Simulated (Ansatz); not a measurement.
**Cs (dhcp): energy against volume**

All numbers below come from Ansatz, DFT, RPBE, plane waves (420 eV) with PAW, scalar-relativistic. The PAW files were generated under PBE, with cores re-solved for the functional.

The cell is scaled uniformly from the relaxed one, with fractional coordinates and shape fixed. Energies are extrapolated to zero smearing, pressures are those at the given smearing. Magnetic state: spin not included.

A Birch-Murnaghan fit gives V₀ = 131.82 Å³/atom, B₀ = 1.6 GPa, B₀′ = 3.5.

(1) What are the energy above the minimum and the pressure at 115.611 Å³/atom?

(2) What are the energy above the minimum and the pressure at 120.866 Å³/atom?

(3) What are the energy above the minimum and the pressure at 147.141 Å³/atom?

Results:

(1) 12.5 meV/atom and 0.27 GPa as computed.

(2) 5.3 meV/atom and 0.17 GPa as computed.

(3) 7.7 meV/atom and -0.14 GPa as computed.
